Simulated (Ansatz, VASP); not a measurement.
**Two plane-wave programs on HgTe**

POSCAR

```
HgTe
1.0
    0.0000000000      3.0473239400      3.0473239400
    3.0473239400      0.0000000000      3.0473239400
    3.0473239400      3.0473239400      0.0000000000
Hg Te
1 1
Direct
    0.0000000000      0.0000000000      0.0000000000
    0.5000000000      0.5000000000      0.5000000000
```

INCAR.step1

```
PREC = Accurate ; ENCUT = 520
ISMEAR = -1 ; SIGMA = 0.1
LREAL = F ; LASPH = T
NELM = 60 ; NBANDS = 16
GGA = PE ; ALGO = Normal
EDIFF = 1E-4 ; LWAVE = T
LCHARG = F
```

File INCAR.step2:

```
PREC = Accurate ; ENCUT = 520
EDIFF = 1E-6 ; ISMEAR = -1
SIGMA = 0.1 ; LREAL = F
LASPH = T ; NELM = 60
ALGO = Normal ; ISIF = 2
LWAVE = F ; LCHARG = T
METAGGA = R2SCAN ; LMIXTAU = T
LELF = T ; LVHAR = T
NBANDS = 16 ; ISTART = 1
```

KPOINTS

```
regular mesh
0
Gamma
  10 10 10
```

Input for Ansatz:

```yaml
crystal:
  lattice:
    - [0.0, 3.04732394, 3.04732394]
    - [3.04732394, 0.0, 3.04732394]
    - [3.04732394, 3.04732394, 0.0]
  atoms:
    - { symbol: Hg, position: [0.0, 0.0, 0.0] }
    - { symbol: Te, position: [0.5, 0.5, 0.5] }
  symmetry: { tolerance: 0.0003 }
hamiltonian:
  xc: r2scan
  pseudopotentials: { kind: paw, azcp: { folder: soft_1 } }
basis:
  ecutwfc: 500
magnetization:
  spin_polarized: false
scf:
  occupations: { method: fermi_dirac, width: 0.1 }
kpoints:
  mp_grid: { grid: [10, 10, 10], shift: [0, 0, 0] }
  band_path:
    path:
      - [0.0, 0.0, 0.0]
      - [0.5, 0.0, 0.5]
      - [0.625, 0.25, 0.625]
      - [0.375, 0.375, 0.75]
      - [0.0, 0.0, 0.0]
      - [0.5, 0.5, 0.5]
      - [0.5, 0.25, 0.75]
      - [0.5, 0.0, 0.5]
    npoints: 15
output:
  forces: true
  stress: true
  eigenvalues: true
  bader: true
  populations: true
  elf: true
  write_potential: true
  write_density: true
  volumetric_format: npy
  dos:
    e_range: [-12, 8]
    de: 0.05
    projected: { site_lists: { Hg: [Hg], Te: [Te] } }
```

Measurements of this composition are mostly on another form, of space group No. 216.

Alike in both runs: task single point; functional r2SCAN; k mesh 10 × 10 × 10; occupations fermi-dirac, width 0.1 eV; no spin polarisation.

|  | VASP | Ansatz |
| --- | --- | --- |
| version | VASP 6.6.1 | Ansatz 0.2.0 |
| potentials or method | VASP PAW PBE potentials, release 64 (Hg, Te) | PAW plane waves |
| plane-wave cutoff (eV) | 520 | 500 |
| valence electrons in the cell | 18 | 36 |

Ansatz gave:

```
pressure (GPa) : -0.1
```

Q: Which values does VASP return?

A: Pressure (GPa): 0.1.

The functional is the same, so the differences come from potentials, cutoffs and numerics. The two sets of potentials don't hold the same shells in valence.

Caveats: the PAW data sets were made with another functional, which shifts forces and pressure a little (VASP). Spin-orbit coupling is left out, which matters for the levels of Hg, Te.
